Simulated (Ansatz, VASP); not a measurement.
**MgB2: VASP beside Ansatz**

```
Mg B
1.0
     3.08500    0.00000    0.00000
    -1.54250    2.67169    0.00000
     0.00000    0.00000    3.52300
Mg B
1 2
Direct
  0.00000 0.00000 0.00000
  0.33333 0.66667 0.50000
  0.66667 0.33333 0.50000
```

Alike in both runs: task electric field gradients; functional revPBE; k mesh 15 × 15 × 12; occupations fermi-dirac, width 0.05 eV; no spin polarisation.

```csv
,VASP,Ansatz
version,VASP 6.6.1,Ansatz 0.2.0
potentials or method,"VASP PAW PBE potentials, release 64 (Mg, B)","PAW with Ansatz's default frozen-core files, scalar-relativistic"
plane-wave cutoff (eV),520,420
valence electrons in the cell,8,16
```

Ansatz gave:

- gap on the k mesh at the Fermi level (eV): none
- pressure (GPa): 1.6
- largest component of the traceless stress (GPa): 1.08

**Question.** Estimate VASP's values.

**Answer.** gap on the k mesh at the Fermi level (eV): none; pressure (GPa): 1.3; largest component of the traceless stress (GPa): 0.96.

A gap of «none» marks a metal or a gap that the smearing closes. The two sets of potentials don't hold the same shells in valence.

Caveats: the PAW data sets were made with another functional, which shifts forces and pressure a little (VASP).
